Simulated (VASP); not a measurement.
Here is a VASP 6.6.1 calculation.

The input INCAR:

```
SYSTEM = Pb
ALGO = Normal ; EDIFF = 1E-6
ENCUT = 520 ; ISIF = 2
ISMEAR = -1 ; LASPH = .True.
LCHARG = .False. ; LMIXTAU = .True.
LREAL = .False. ; LWAVE = .False.
METAGGA = R2SCAN ; NELM = 60
PREC = Accurate ; SIGMA = 0.05
```

Contents of KPOINTS:

```
k-points
0
Gamma
  9 9 9
  0 0 0
```

File POSCAR:

```
Pb
1.0
    0.0000000000      2.4750200000      2.4750200000
    2.4750200000      0.0000000000      2.4750200000
    2.4750200000      2.4750200000      0.0000000000
Pb
1
Direct
    0.0000000000      0.0000000000      0.0000000000
```

Contents of KPOINTS_OPT:

```
path GXWKGLUWLK,UX
20
line-mode
reciprocal
 0.0000000000  0.0000000000  0.0000000000  G
 0.5000000000  0.0000000000  0.5000000000  X

 0.5000000000  0.0000000000  0.5000000000  X
 0.5000000000  0.2500000000  0.7500000000  W

 0.5000000000  0.2500000000  0.7500000000  W
 0.3750000000  0.3750000000  0.7500000000  K

 0.3750000000  0.3750000000  0.7500000000  K
 0.0000000000  0.0000000000  0.0000000000  G

 0.0000000000  0.0000000000  0.0000000000  G
 0.5000000000  0.5000000000  0.5000000000  L

 0.5000000000  0.5000000000  0.5000000000  L
 0.6250000000  0.2500000000  0.6250000000  U

 0.6250000000  0.2500000000  0.6250000000  U
 0.5000000000  0.2500000000  0.7500000000  W

 0.5000000000  0.2500000000  0.7500000000  W
 0.5000000000  0.5000000000  0.5000000000  L

 0.5000000000  0.5000000000  0.5000000000  L
 0.3750000000  0.3750000000  0.7500000000  K

 0.6250000000  0.2500000000  0.6250000000  U
 0.5000000000  0.0000000000  0.5000000000  X
```

Potentials or basis: VASP PAW PBE potentials, release 64 (Pb_d).

Run with:

```bash
$ cat potpaw_PBE.64/Pb_d/POTCAR > POTCAR
$ mpirun -np 1 vasp_std > vasp.out
```

(1) What does it give for the pressure?

(2) What does it give for the band gap along the path?

## Answers

(1) 1.1 GPa.

(2) none (metal or under the smearing width).

Caveat: the PAW data sets were made with another functional, which shifts forces and pressure a little; spin-orbit coupling is left out, which moves the levels of the heavy elements.
